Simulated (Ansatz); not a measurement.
BaS (rocksalt), relaxed with r2SCAN: it is cubic, Fm-3m (No. 225); a = 6.424 Å in the conventional setting, 33.13 Å³ an atom. Ba is surrounded by 6 S at 3.21 Å; S is surrounded by 6 Ba at 3.21 Å. One-shot G0W0@PBE in Ansatz on a 4×4×4 mesh (contour deformation, no spin-orbit coupling), from a PBE gap of 2.226 eV over the mesh points (the G0W0 gap is indirect on the mesh); the number N of bands summed and the screening cutoff rise together. (Simulation; spin polarisation is off.)

```
  N  cutoff (eV)  1000/N  G0W0 gap (eV)
115           80   8.696          3.313
257          140   3.891          3.457
```

Problem. Lay a straight line in 1000/N through these rows.

Solution. The slope is -0.0300 eV per unit of 1000/N and the intercept 3.574 eV.

Problem. Predict the gap at N = 465 (210 eV).

Solution. 3.574 + (-0.0300) × 2.151 = 3.509 eV; the run gives 3.525 eV, +0.016 eV from the line.

Problem. With that run's result added, what limit do the last two rows suggest?

Solution. Their slope is (3.525 − 3.457)/(2.151 − 3.891) = -0.0391, which meets 1/N = 0 at 3.61 eV, against 3.574 eV from the first line. The slope steepens, so 1/N isn't yet asymptotic and the true limit probably lies higher still; the k mesh isn't extrapolated.

The runs are scalar-relativistic, without spin-orbit coupling.
